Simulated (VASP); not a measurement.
# TiSi2 (Fddd) in VASP: settings compared

One crystal, TiSi2, is run at these levels: LDA, PBEsol, RPBE; tasks: relaxation of cell and atoms.

Program: VASP 6.6.1. These are calculated values, not measurements. Logs are shortened: lines on timing, memory, paths and dates and some standing lists are left out, and cuts for length are marked.

## (1) Starting point

It takes space group Fddd (No. 70, orthorhombic). Conventional cell: a = 4.779 Å, b = 8.235 Å, c = 8.526 Å, α = 90.00°, β = 90.00°, γ = 90.00°. Ti (site symmetry 222) has 10 Si at 2.55 to 2.78 Å as nearest neighbours. Around Si (site symmetry 2) lie 5 Si at 2.52 to 2.79 Å and 5 Ti at 2.55 to 2.78 Å.

The cell is a database's computed one.

## (2) Relaxation of cell and atoms, LDA

INCAR reads:

```
ALGO = Fast ; EDIFF = 1E-6
EDIFFG = -0.005 ; ENCUT = 600
IBRION = 2 ; ISIF = 3
ISMEAR = -1 ; LASPH = T
LCHARG = F ; LREAL = F
LWAVE = F ; NELM = 80
NSW = 60 ; PREC = Accurate
SIGMA = 0.05
```

KPOINTS reads:

```
k-points
0
Gamma
  7 7 7
```

POSCAR reads:

```
TiSi2
1.0
    0.0000000000      4.1175163063      4.2628978354
    2.3895119538      0.0000000000      4.2628978354
    2.3895119538      4.1175163063      0.0000000000
Ti Si
2 4
Direct
    0.7500000000      0.7500000000      0.7500000000
    0.5000000000      0.5000000000      0.5000000000
    0.4125656100      0.0874343900      0.4125656100
    0.0874343900      0.4125656100      0.0874343900
    0.1625656100      0.8374343900      0.1625656100
    0.8374343900      0.1625656100      0.8374343900
```

Potentials or basis: VASP PAW LDA potentials, release 64 (Ti_sv, Si).

On the command line:

```
cat potpaw_LDA.64/Ti_sv/POTCAR potpaw_LDA.64/Si/POTCAR > POTCAR
mpirun -np 1 vasp_std > vasp.out
```

OUTCAR:

```text
EDIFF = 1E-6
   EDIFFG = -0.005
   ENCUT = 600
   IBRION = 2
   ISIF = 3
   ISMEAR = -1
   LASPH = T
   LREAL = F
   NELM = 80
   NSW = 60
   PREC = Accurate

 ion  position               nearest neighbor table
   1  0.750  0.750  0.750-   6 2.55   5 2.55   6 2.55   5 2.55   3 2.74   3 2.74   4 2.74   4 2.74
                             3 2.78   4 2.78
   2  0.500  0.500  0.500-   4 2.55   3 2.55   4 2.55   3 2.55   5 2.74   5 2.74   6 2.74   6 2.74
                             5 2.78   6 2.78
   3  0.413  0.087  0.413-   6 2.52   6 2.52   2 2.55   2 2.55   4 2.68   1 2.74   1 2.74   1 2.78
                             4 2.79   4 2.79
   4  0.087  0.413  0.087-   5 2.52   5 2.52   2 2.55   2 2.55   3 2.68   1 2.74   1 2.74   1 2.78
                             3 2.79   3 2.79
   5  0.163  0.837  0.163-   4 2.52   4 2.52   1 2.55   1 2.55   6 2.68   2 2.74   2 2.74   2 2.78
                             6 2.79   6 2.79
   6  0.837  0.163  0.837-   3 2.52   3 2.52   1 2.55   1 2.55   5 2.68   2 2.74   2 2.74   2 2.78
                             5 2.79   5 2.79

  LATTYP: Found a face centered orthorhombic cell.
 ALAT       =     4.7790239076
 B/A-ratio  =     1.7231620456
 C/A-ratio  =     1.7840035613

  Lattice vectors:

 A1 = (   0.0000000000,   4.1175163063,   4.2628978354)
 A2 = (   2.3895119538,   0.0000000000,   4.2628978354)
 A3 = (   2.3895119538,   4.1175163063,   0.0000000000)

Analysis of symmetry for initial positions (statically):
=====================================================================
 Subroutine PRICEL returns:
 Original cell was already a primitive cell.

 Routine SETGRP: Setting up the symmetry group for a
 face centered orthorhombic supercell.

 Subroutine GETGRP returns: Found  8 space group operations
 (whereof  4 operations were pure point group operations)
 out of a pool of  8 trial point group operations.

The static configuration has the point symmetry D_2 .
 The point group associated with its full space group is D_2h.

Analysis of symmetry for dynamics (positions and initial velocities):
=====================================================================
 Subroutine PRICEL returns:
 Original cell was already a primitive cell.

 Routine SETGRP: Setting up the symmetry group for a
 face centered orthorhombic supercell.

 Subroutine GETGRP returns: Found  8 space group operations
 (whereof  4 operations were pure point group operations)
 out of a pool of  8 trial point group operations.

The dynamic configuration has the point symmetry D_2 .
 The point group associated with its full space group is D_2h.

 Subroutine INISYM returns: Found  8 space group operations
 (whereof  4 operations are pure point group operations),
 and found     1 'primitive' translations

----------------------------------------------------------------------------------------

                                     Primitive cell

  volume of cell :      83.8841

  direct lattice vectors                    reciprocal lattice vectors
     0.000000000  4.117516306  4.262897835    -0.209247750  0.121432427  0.117291106
     2.389511954  0.000000000  4.262897835     0.209247750 -0.121432427  0.117291106
     2.389511954  4.117516306  0.000000000     0.209247750  0.121432427 -0.117291106

  length of vectors
     5.926739280  4.886928006  4.760641544     0.268863643  0.268863643  0.268863643

  position of ions in fractional coordinates (direct lattice)
     0.750000000  0.750000000  0.750000000
     0.500000000  0.500000000  0.500000000
     0.412565610  0.087434390  0.412565610
     0.087434390  0.412565610  0.087434390
     0.162565610  0.837434390  0.162565610
     0.837434390  0.162565610  0.837434390

  ion indices of the primitive-cell ions
   primitive index   ion index
                 1           1
                 2           2
                 3           3
                 4           4
                 5           5
                 6           6

----------------------------------------------------------------------------------------

 KPOINTS: k-points

Automatic generation of k-mesh.
 Grid dimensions read from file:
 generate k-points for:    7    7    7

 Generating k-lattice:

  Cartesian coordinates                     Fractional coordinates (reciprocal lattice)
    -0.029892536  0.017347490  0.016755872     0.142857143  0.000000000  0.000000000
     0.029892536 -0.017347490  0.016755872     0.000000000  0.142857143 -0.000000000
     0.029892536  0.017347490 -0.016755872     0.000000000 -0.000000000  0.142857143

  Length of vectors
     0.038409092  0.038409092  0.038409092

  Shift w.r.t. Gamma in fractional coordinates (k-lattice)
     0.000000000  0.000000000  0.000000000

 Subroutine IBZKPT returns following result:
 ===========================================

 Found     64 irreducible k-points:

 Following reciprocal coordinates:
            Coordinates               Weight
  0.000000  0.000000  0.000000      1.000000
  0.142857  0.000000  0.000000      8.000000
  0.285714  0.000000  0.000000      8.000000
  0.428571  0.000000  0.000000      8.000000
  0.142857  0.142857  0.000000      2.000000
  0.285714  0.142857  0.000000      8.000000
[... 16 lines left out ...]
  0.000000  0.142857  0.142857      2.000000
  0.285714  0.142857  0.142857      4.000000
 [... further k-points ...]
   k-points           NKPTS =     64   k-points in BZ     NKDIM =     64   number of bands    NBANDS=     24
   number of dos      NEDOS =    301   number of ions     NIONS =      6
   total plane-waves  NPLWV =  76800
   dimension x,y,z NGX =    48 NGY =   40 NGZ =   40
   dimension x,y,z NGXF=    96 NGYF=   80 NGZF=   80
   ions per type =               2   4
   NGX,Y,Z   is equivalent  to a cutoff of  13.46, 13.61, 13.97 a.u.
   NGXF,Y,Z  is equivalent  to a cutoff of  26.93, 27.21, 27.94 a.u.
 SYSTEM =  unknown system
   PREC   = accura    normal or accurate (medium, high low for compatibility)
   ISTART =      0    job   : 0-new  1-cont  2-samecut
   ICHARG =      2    charge: 1-file 2-atom 10-const
   ISPIN  =      1    spin polarized calculation?
   LNONCOLLINEAR =      F non collinear calculations
   LSORBIT =      F    spin-orbit coupling
   LASPH  =      T    aspherical Exc in radial PAW
   ENCUT  =  600.0 eV  44.10 Ry    6.64 a.u.  11.84  9.76  9.51*2*pi/ulx,y,z
   NELM   =     80;   NELMIN=  2; NELMDL= -5     # of ELM steps
   EDIFF  = 0.1E-05   stopping-criterion for ELM
   LREAL  =      F    real-space projection
   EDIFFG = -.5E-02   stopping-criterion for IOM
   NSW    =     60    number of steps for IOM
   IBRION =      2    ionic relax: 0-MD 1-quasi-New 2-CG
   NFREE  =      1    steps in history (QN), initial steepest desc. (CG)
   ISIF   =      3    stress and relaxation
   ISYM   =      2    0-nonsym 1-usesym 2-fastsym
   POTIM  = 0.5000    time-step for ionic-motion
   TEBEG  =    0.0;   TEEND  =   0.0 temperature during run
   PSTRESS=    0.0 pullay stress
   NELECT =      40.0000    total number of electrons
   NUPDOWN=      -1.0000    fix difference up-down
   EMIN   =  10.00;   EMAX   =-10.00  energy-range for DOS
   EFERMI =   0.00;   METHOD = LEGACY
   ISMEAR =    -1;   SIGMA  =   0.05  broadening in eV -4-tet -1-fermi 0-gaus
   EFERMI_NEDOS =   21; number of points for ismear=-14 and -15
   IALGO  =     68    algorithm
   IMIX   =      4    mixing-type and parameters
     AMIX     =   0.40;   BMIX     =  1.00
     AMIX_MAG =   1.60;   BMIX_MAG =  1.00
  volume/ion in A,a.u.               =      13.98        94.35
  Fermi-wavevector in a.u.,A,eV,Ry     =   1.278994  2.416947 22.256742  1.635824
  Thomas-Fermi vector in A             =   2.411504
   LORBIT       =      0    0 simple, 1 ext, 2 COOP (PROOUT), +10 PAW based schemes
   GGA     = CA    functional components
   LHFCALC =     F    Hartree Fock is set to
   AEXX    =    0.0000 exact exchange contribution
   IVDW    =     0    specifies the selected vdW correction
   LEPSILON=     F    determine dielectric tensor
   LRPA    =     F    only Hartree local field effects (RPA)
 conjugate gradient relaxation of ions
 non-spin polarized calculation
 RMM-DIIS sequential band-by-band and
  energy-cutoff  :      600.00
  volume of cell :       83.88
 maximum number of plane-waves:      2831
   NGX = 23   NGY = 19   NGZ = 19

--------------------------------------- Ionic step        1  -------------------------------------------

 number of electron      39.9999999 magnetization

 Free energy of the ion-electron system (eV)
  ---------------------------------------------------
  ext. energy  EPLUGINS =         0.00000000
  ---------------------------------------------------
  free energy    TOTEN  =       -44.89882003 eV

  energy without entropy =      -44.87845895  energy(sigma->0) =      -44.88863949

------------------------ aborting loop because EDIFF is reached ----------------------------------------

  FORCE on cell =-STRESS in cart. coord.  units (eV):
  Direction    XX          YY          ZZ          XY          YZ          ZX
  --------------------------------------------------------------------------------------
  -------------------------------------------------------------------------------------
  Total       -2.4267923     -2.8902105     -2.4139693      0.0000000      0.0000000      0.0000000
  in kB      -46.3514937    -55.2027354    -46.1065760      0.0000000      0.0000000      0.0000000
  external PRESSURE =     -49.2202684 kB  Pullay stress =       0.0000000 kB
[... 101 lines left out ...]
  FREE ENERGIE OF THE ION-ELECTRON SYSTEM (eV)
  ---------------------------------------------------
  free  energy   TOTEN  =       -44.9435343465 eV

  energy  without entropy=      -44.9241662887  energy(sigma->0) =      -44.93385032

[... ionic steps 4 to 7 ...]

--------------------------------------- Ionic step        8  -------------------------------------------

 number of electron      40.0000000 magnetization

------------------------ aborting loop because EDIFF is reached ----------------------------------------
[... 75 lines left out ...]
--------------------------------------- Ionic step       10  -------------------------------------------

 number of electron      40.0000000 magnetization

 Free energy of the ion-electron system (eV)
  ---------------------------------------------------
  ext. energy  EPLUGINS =         0.00000000
  ---------------------------------------------------
  free energy    TOTEN  =       -44.94624862 eV

  energy without entropy =      -44.92710050  energy(sigma->0) =      -44.93667456

 E-fermi :  10.4910     XC(G=0): -12.0458

 val. band max:       10.4877588508   @ k =  -0.1429   0.1429   0.2857
 cond. band min:      10.4939893627   @ k =  -0.2857   0.1429  -0.0000
 fundamental gap:      0.0062305119
 Fermi energy:        10.4909880638

 k-point     1 :       0.0000    0.0000    0.0000
  band No.  band energies     occupation
      1     -44.9457      2.00000
      2     -44.9098      2.00000
      3     -21.7465      2.00000
      4     -21.7265      2.00000
      5     -21.6370      2.00000
      6     -21.6198      2.00000
[... 637 lines left out ...]
     23      13.6268      0.00000
     24      13.7481      0.00000

 [... further k-points ...]

------------------------ aborting loop because EDIFF is reached ----------------------------------------

  FORCE on cell =-STRESS in cart. coord.  units (eV):
  Direction    XX          YY          ZZ          XY          YZ          ZX
  --------------------------------------------------------------------------------------
  -------------------------------------------------------------------------------------
  Total        0.0215493     -0.0137054      0.0040996      0.0000000      0.0000000      0.0000000
  in kB        0.4260277     -0.2709550      0.0810482      0.0000000      0.0000000      0.0000000
  external PRESSURE =       0.0787070 kB  Pullay stress =       0.0000000 kB
[... 21 lines left out ...]
  FREE ENERGIE OF THE ION-ELECTRON SYSTEM (eV)
  ---------------------------------------------------
  free  energy   TOTEN  =       -44.9462486228 eV

  energy  without entropy=      -44.9271004989  energy(sigma->0) =      -44.93667456

 reached required accuracy - stopping structural energy minimisation
```

It took 17 min on 1 thread of Intel Xeon 6975P-C (Granite Rapids), shared host; peak memory 0.3 GiB.

Results:

* Free energy: -44.9462 eV
* Relaxed volume: 13.51 Å³/atom
* Relaxed cell: a = 5.858 Å, b = 4.843 Å, c = 4.693 Å, α = 75.77°, β = 53.27°, γ = 50.96°
* Space group after relaxing (to 0.05 Å): Fddd (No. 70)
* Energy gained by relaxing: 7.9 meV/atom
* Ionic steps: 10
* Pressure after relaxing: 0.0 GPa
* Band gap on the k mesh: none (metal or under the smearing width)

The path:
```csv
step,energy change (eV),largest force (eV/Å),pressure (GPa),volume (Å³)
1,0.0000,0.0633,-4.92,83.88
2,-0.0104,0.0808,4.98,78.78
3,-0.0447,0.0731,0.09,81.10
4,-0.0466,0.0438,-0.01,81.04
5,-0.0467,0.0480,0.02,81.05
6,-0.0471,0.0305,-0.02,81.06
7,-0.0474,0.0017,-0.06,81.08
8,-0.0474,0.0009,-0.07,81.08
9,-0.0474,0.0002,0.10,81.00
10,-0.0474,0.0003,0.01,81.04
```

Final structure:
```yaml
crystal:
  lattice:
    - [0.00000, 4.05460, 4.22737]
    - [2.36406, 0.00000, 4.22737]
    - [2.36406, 4.05460, 0.00000]
  atoms:
    - { symbol: Ti, position: [0.75000, 0.75000, 0.75000] }
    - { symbol: Ti, position: [0.50000, 0.50000, 0.50000] }
    - { symbol: Si, position: [0.41399, 0.08601, 0.41399] }
    - { symbol: Si, position: [0.08601, 0.41399, 0.08601] }
    - { symbol: Si, position: [0.16399, 0.83601, 0.16399] }
    - { symbol: Si, position: [0.83601, 0.16399, 0.83601] }
```

## (3) Relaxation of cell and atoms, PBEsol

INCAR reads:

```
SYSTEM = TiSi2
PREC = Accurate
ENCUT = 600
EDIFF = 1E-6
ISMEAR = -1
SIGMA = 0.05
LREAL = .False.
LASPH = .True.
NELM = 100
ALGO = Normal
ISIF = 3
LWAVE = .False.
LCHARG = .False.
GGA = PS
IBRION = 2
NSW = 60
EDIFFG = -0.01
```

KPOINTS reads:

```
Automatic mesh
0
Gamma
  7 7 7
  0 0 0
```

POSCAR is that of step 2.

Potentials or basis: VASP PAW PBE potentials, release 64 (Ti_sv, Si).

On the command line:

```
cat potpaw_PBE.64/Ti_sv/POTCAR potpaw_PBE.64/Si/POTCAR > POTCAR
mpirun -np 1 vasp_std > vasp.out
```

It took 6 min on 1 thread of Intel Xeon 6975P-C (Granite Rapids), shared host; peak memory 0.36 GiB.

Results (log left out):

- Free energy: -43.6790 eV
- Relaxed volume: 13.79 Å³/atom
- Relaxed cell: a = 5.899 Å, b = 4.879 Å, c = 4.724 Å, α = 75.78°, β = 53.30°, γ = 50.93°
- Space group after relaxing (to 0.05 Å): Fddd (No. 70)
- Energy gained by relaxing: 1.6 meV/atom
- Ionic steps: 7
- Pressure after relaxing: 0.0 GPa
- Band gap on the k mesh: none (metal or under the smearing width)

Stress tensor (GPa, compression positive):
```
 0.10  0.00  0.00
 0.00 -0.01  0.00
 0.00  0.00 -0.04
```

The path:
| step | energy change (eV) | largest force (eV/Å) | pressure (GPa) | volume (Å³) |
| --- | --- | --- | --- | --- |
| 1 | 0.0000 | 0.0487 | -1.81 | 83.88 |
| 2 | -0.0057 | 0.0415 | 1.46 | 81.98 |
| 3 | -0.0088 | 0.0448 | 0.21 | 82.68 |
| 4 | -0.0093 | 0.0258 | -0.08 | 82.78 |
| 5 | -0.0093 | 0.0300 | -0.02 | 82.76 |
| 6 | -0.0095 | 0.0187 | 0.00 | 82.75 |
| 7 | -0.0096 | 0.0013 | 0.02 | 82.74 |

Final structure:
```yaml
crystal:
  lattice:
    - [0.00000, 4.08133, 4.25933]
    - [2.37977, 0.00000, 4.25933]
    - [2.37977, 4.08133, 0.00000]
  atoms:
    - { symbol: Ti, position: [0.75000, 0.75000, 0.75000] }
    - { symbol: Ti, position: [0.50000, 0.50000, 0.50000] }
    - { symbol: Si, position: [0.41346, 0.08654, 0.41346] }
    - { symbol: Si, position: [0.08654, 0.41346, 0.08654] }
    - { symbol: Si, position: [0.16346, 0.83654, 0.16346] }
    - { symbol: Si, position: [0.83654, 0.16346, 0.83654] }
```

Levels at points of the mesh, in eV from the Fermi level:
```csv
k point,band 16,band 17,band 18,band 19,band 20,band 21,band 22,band 23,band 24
"(0.00, 0.00, 0.00)",-2.57,-2.31,-2.01,-1.75,-1.35,-0.93,2.08,3.19,3.43
```

Caveat: the PAW data sets were made with another functional, which shifts forces and pressure a little.

## (4) Relaxation of cell and atoms, RPBE

INCAR reads:

```
ALGO     = Normal         # electronic algorithm
EDIFF    = 1E-7           # SCF threshold, eV
EDIFFG   = -0.005         # ionic threshold
ENCUT    = 600            # plane-wave cutoff, eV
GGA      = RP             # functional
IBRION   = 2              # ionic algorithm
ISIF     = 3              # what is computed and relaxed
ISMEAR   = -1             # smearing method
LASPH    = T              # aspherical terms in the spheres
LCHARG   = F              # write CHGCAR
LREAL    = F              # projectors in reciprocal space
LWAVE    = F              # write WAVECAR
NELM     = 60             # most SCF steps
NSW      = 60             # ionic steps
PREC     = Accurate       # precision mode
SIGMA    = 0.05           # smearing width, eV
```

KPOINTS reads:

```
k-points
0
Gamma
  7 7 7
```

POSCAR is that of step 3.

On the command line:

```
cat potpaw_PBE.64/Ti_sv/POTCAR potpaw_PBE.64/Si/POTCAR > POTCAR
mpirun -np 1 vasp_std > vasp.out
```

Run time: 9.8 min. Hardware: 1 thread of Intel Xeon 6975P-C (Granite Rapids), shared host; peak memory 0.36 GiB.

The run converged. Its results:

* Free energy: -38.6232 eV
* Relaxed volume: 14.40 Å³/atom
* Relaxed cell: a = 5.982 Å, b = 4.942 Å, c = 4.799 Å, α = 75.75°, β = 53.20°, γ = 51.05°
* Space group after relaxing (to 0.05 Å): Fddd (No. 70)
* Energy gained by relaxing: 5.8 meV/atom
* Ionic steps: 10
* Pressure after relaxing: 0.0 GPa
* Largest force after relaxing: 0.003 eV/Å
* Band gap on the k mesh: none (metal or under the smearing width)

Forces on the atoms (eV/Å):
```
Ti   0.000  0.000  0.000
Ti   0.000  0.000  0.000
Si   0.000 -0.003  0.000
Si   0.000  0.003  0.000
Si   0.000 -0.003  0.000
Si   0.000  0.003  0.000
```

Step by step:
| step | energy change (eV) | largest force (eV/Å) | pressure (GPa) | volume (Å³) |
| --- | --- | --- | --- | --- |
| 1 | 0.0000 | 0.0019 | 4.38 | 83.88 |
| 2 | -0.0064 | 0.0349 | -3.47 | 88.61 |
| 3 | -0.0344 | 0.0181 | 0.05 | 86.32 |
| 4 | -0.0344 | 0.0178 | 0.13 | 86.27 |
| 5 | -0.0346 | 0.0104 | 0.07 | 86.34 |
| 6 | -0.0346 | 0.0103 | 0.07 | 86.34 |
| 7 | -0.0347 | 0.0080 | -0.06 | 86.42 |
| 8 | -0.0347 | 0.0085 | -0.03 | 86.40 |
| 9 | -0.0347 | 0.0057 | -0.01 | 86.39 |
| 10 | -0.0347 | 0.0033 | 0.00 | 86.38 |

Final structure:
```xyz
6
Lattice="0.0000 4.1469 4.3109 2.4159 0.0000 4.3109 2.4159 4.1469 0.0000" Properties=species:S:1:pos:R:3 pbc="T T T"
Ti    3.6239    6.2203    6.4664
Ti    2.4159    4.1469    4.3109
Si    1.2080    3.4197    2.1555
Si    1.2080    0.7272    2.1555
Si    2.4159    1.3463    4.3109
Si    2.4159    6.9475    4.3109
```

Levels at points of the mesh, in eV from the Fermi level:
| k point | band 18 | band 19 | band 20 | band 21 | band 22 | band 23 |
| --- | --- | --- | --- | --- | --- | --- |
| (0.00, 0.00, 0.00) | -2.08 | -1.79 | -1.33 | -0.88 | 2.01 | 3.00 |

Caveat: the PAW data sets were made with another functional, which shifts forces and pressure a little.

## (5) Overview

| level | potentials or basis | gap on the mesh (eV) | pressure (GPa) | relaxed volume (Å³/atom) |
| --- | --- | --- | --- | --- |
| LDA | VASP PAW LDA potentials, release 64 (Ti_sv, Si) | none | 0.0 | 13.51 |
| PBEsol | VASP PAW PBE potentials, release 64 (Ti_sv, Si) | none | 0.0 | 13.79 |
| RPBE | VASP PAW PBE potentials, release 64 (Ti_sv, Si) | none | 0.0 | 14.40 |

Alike in all rows: task relaxation of cell and atoms; no spin polarisation; cell relaxed; k mesh 7 × 7 × 7; cutoff (eV) 600; smearing fermi-dirac 0.05 eV.

Caveats: the PAW data sets were made with another functional, which shifts forces and pressure a little (some runs).

Total energies depend on the potentials used, so only differences within one code and one set of settings carry meaning.
